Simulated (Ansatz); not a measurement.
Here is an unrelaxed guess for SbSe₄.

```xyz
5
Lattice="3.5418 -3.8591 0.0000 3.5418 3.8591 0.0000 0.0000 0.0000 6.1543" Properties=species:S:1:pos:R:3 pbc="T T T"
Sb    3.5418    0.0000    0.0000
Se    5.0442    0.0000    1.8637
Se    2.0393    0.0000    1.8637
Se    2.0393    0.0000    4.2906
Se    5.0442    0.0000    4.2906
```

Method: DFT PBE, scalar-relativistic, plane waves, PAW in Ansatz 0.2.0. Cutoff 420 eV; k points 4×4×4 on the computed 5-atom cell (Γ-centred); Gaussian smearing, width 0.10 eV; no spin polarisation.

Energies over the elements count from the elements' standard structures at the same level, with no fitted energy shifts.

Question: How far from equilibrium is it?

Answer: The pressure is 11.3 GPa (the mean over three directions, positive in compression), the largest force is 3.39 eV/Å, and the energy is +0.77 eV/atom against the elements. The shortest distance is 2.39 Å.

Question: Is it a good guess?

Answer: A rough one: relaxing gains about 0.56 eV/atom (the start's value is from the coarse mesh, so the gain is rough) in 15 ionic steps and ends at +0.21 eV/atom on the finer mesh. The symmetry stays Cmmm (No. 65). The volume per atom shrinks by 6.4 %, from 33.6 to 31.5 Å³. The shortest distance goes from 2.39 Å (Sb–Se) to 2.29 Å (Se–Se). Conventional cell: a = 6.805 Å, b = 8.324 Å, c = 5.559 Å. Sb is surrounded by 4 Se at 2.84 Å; around Se lie 1 Se at 2.29 Å and 1 Sb at 2.84 Å.

The last run used an 8×8×8 mesh for its 5-atom cell and Gaussian smearing of 0.10 eV. No dispersion correction is applied, so the spacing and binding between layers, chains or molecules are poorly described. These runs have no spin–orbit coupling, which can matter for Sb. An odd number of electrons in the primitive cell allows no gap without spin; a larger cell or a magnetic state could open one. The reference form of Se is held partly by dispersion forces, which this level lacks. The relaxation can't lower the symmetry of the start, and the grade says only how near the guess is to its own end. Symmetry constrained the relaxation, so the result can be a saddle point.
